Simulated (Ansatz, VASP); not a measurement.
Two plane-wave programs on HgTe

File INCAR:

```
  ALGO = Normal
  EDIFF = 1E-7
  ENCUT = 520
  GGA = PS
  ISIF = 2
  ISMEAR = -1
  LASPH = True
  LCHARG = False
  LREAL = False
  LWAVE = False
  NBANDS = 16
  NELM = 80
  PREC = Accurate
  SIGMA = 0.05
```

File KPOINTS:

```
k-points
0
Gamma
  12 12 12
```

POSCAR

```
HgTe
1.0
    0.0000000000      3.1200365415      3.1200365415
    3.1200365415      0.0000000000      3.1200365415
    3.1200365415      3.1200365415      0.0000000000
Hg Te
1 1
Direct
    0.0000000000      0.0000000000      0.0000000000
    0.2500000000      0.2500000000      0.2500000000
```

Input for Ansatz:

```yaml
crystal:
  lattice:
    - [0.0, 3.1200365415, 3.1200365415]
    - [3.1200365415, 0.0, 3.1200365415]
    - [3.1200365415, 3.1200365415, 0.0]
  atoms:
    - { symbol: Hg, position: [0.0, 0.0, 0.0] }
    - { symbol: Te, position: [0.25, 0.25, 0.25] }
kpoints:
  mp_grid: { grid: [12, 12, 12] }
scf:
  occupations: { method: fermi_dirac, width: 0.05 }
hamiltonian:
  xc: pbesol
  pseudopotentials: { kind: paw }
output:
  forces: true
  stress: true
  eigenvalues: true
  populations: true
```

Change from the starting cell: volume scaled by 0.88, PAW files.

Alike in both runs: task single point; functional PBEsol; k mesh 12 × 12 × 12; occupations fermi-dirac, width 0.05 eV; no spin polarisation.

|  | VASP | Ansatz |
| --- | --- | --- |
| version | VASP 6.6.1 | Ansatz 0.2.0 |
| potentials or method | VASP PAW PBE potentials, release 64 (Hg, Te) | PAW with Ansatz's default frozen-core files, scalar-relativistic |
| plane-wave cutoff (eV) | 520 | 420 |
| valence electrons in the cell | 18 | 36 |

VASP gave:

| Item | Value |
| --- | --- |
| pressure (GPa) | 7.6 |

Problem. What did Ansatz give for the same quantities?

Solution. Pressure (GPa): 7.4.

With one functional, cell and mesh, what is left measures potentials, basis and numerics. The two sets of potentials don't hold the same shells in valence.

Caveats: the PAW data sets were made with another functional, which shifts forces and pressure a little (VASP). The runs have no spin-orbit coupling, so splittings on Hg, Te are missing.
